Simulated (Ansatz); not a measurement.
The system is Ca.

```
Ca
1.0
    -2.24000    2.24000    2.24000
     2.24000   -2.24000    2.24000
     2.24000    2.24000   -2.24000
Ca
1
Cartesian
  0.0000 0.0000 0.0000
```

This isn't the form of Ca at room conditions, which is fcc.

```yaml
Program: Ansatz 0.2.0
Task: relaxation of cell and atoms
Functional: PBEsol
Potentials_or_basis: all-electron LAPW, scalar-relativistic
Basis_error_allowed: 0.001 eV/atom
k_mesh: 8 × 8 × 8
Occupations: fermi-dirac, width 0.05 eV
Spin: no spin polarisation
```

At the start: volume 44.96 Å³/atom.

Task: Where does the relaxation end?

Result: Over 5 steps the energy falls by 23.4 meV/atom and the volume is 40.40 Å³/atom (-10.1 %); space group Im-3m (No. 229, to 0.05 Å).

Step by step:
```tsv
step	energy change (eV)	largest force (eV/Å)	volume (Å³)
1	0.0000	0.0000	44.96
2	-0.0140	0.0000	43.21
3	-0.0233	0.0000	40.16
4	-0.0234	0.0000	40.40
5	-0.0234	0.0000	40.40
```

Final structure:
```cif
data_structure
_symmetry_space_group_name_H-M 'P 1'
_symmetry_Int_Tables_number 1
_cell_length_a 3.7441
_cell_length_b 3.7441
_cell_length_c 3.7441
_cell_angle_alpha 109.471
_cell_angle_beta 109.471
_cell_angle_gamma 109.471
_cell_volume 40.40
loop_
_atom_site_label
_atom_site_type_symbol
_atom_site_fract_x
_atom_site_fract_y
_atom_site_fract_z
_atom_site_occupancy
Ca1 Ca 0.00000 0.00000 0.00000 1
```
